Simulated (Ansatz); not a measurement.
## Zone-centre phonons of ZrS2 at 16 GPa: input and output

Computed with DFT LDA, scalar-relativistic, plane waves, PAW (Ansatz 0.2.0).

Launched with:
```bash
ansatz run input.yaml --threads 1 --pin off --max-ram 3072MiB --backend cpu --events-out ev --progress --plain --runs-dir out
```

Input (bare energies are in eV):
```yaml
crystal:
  lattice:
    - [3.3826451515, 0.0, 0.0]
    - [-1.6913225757, 2.9294566332, 0.0]
    - [0.0, 0.0, 5.1680306207]
  atoms:
    - { symbol: Zr, position: [0.0, 0.0, 0.0] }
    - { symbol: S, position: [0.3333333333, 0.6666666667, 0.2920378084] }
    - { symbol: S, position: [0.6666666667, 0.3333333333, 0.7079621916] }
basis:
  ecutwfc: 420
kpoints:
  mp_grid: { grid: [12, 12, 8] }
hamiltonian:
  xc: lda
scf:
  occupations: { method: fermi_dirac, width: 0.15 }
output:
  eigenvalues: true
phonons:
  method: dfpt
  eigenvectors: true
```

The end of the output:
```
--- Phonons (Γ-DFPT): 4 representative perturbations + reference, on 320 of 1152 k-points (Σ response iterations 12) ---
  k mesh reduced under 2 symmetry operations, with k and −k counted as one. Each operation leaves every solved perturbation unchanged. A smaller set is not used because it would not reduce the number of displacements ...
  ASR residual: 2.162e-4 → 0.000e0 eV/Å²; symmetrization residual: 4.439e-6 eV/Å²
  ASR residual per site (eV/Å²): 2.16e-4 2.05e-5 2.05e-5
  Γ frequencies (cm⁻¹): 0.00 0.00 0.00 213.27 213.27 270.01 270.01 386.16 390.09
  non-analytic LO–TO correction: not included (Born effective charges unavailable; polar crystals: no LO–TO splitting at Γ)
```

The run took 4.5 min on 1 thread of Intel(R) Xeon(R) Processor @ 2.50GHz (Skylake/Cascade Lake), with other jobs on the host, peak memory 1.1 GiB.

In a metal, frequencies and elastic constants depend on the k mesh and the smearing, soft modes and shear constants most. A semilocal functional can close a gap that the real compound has.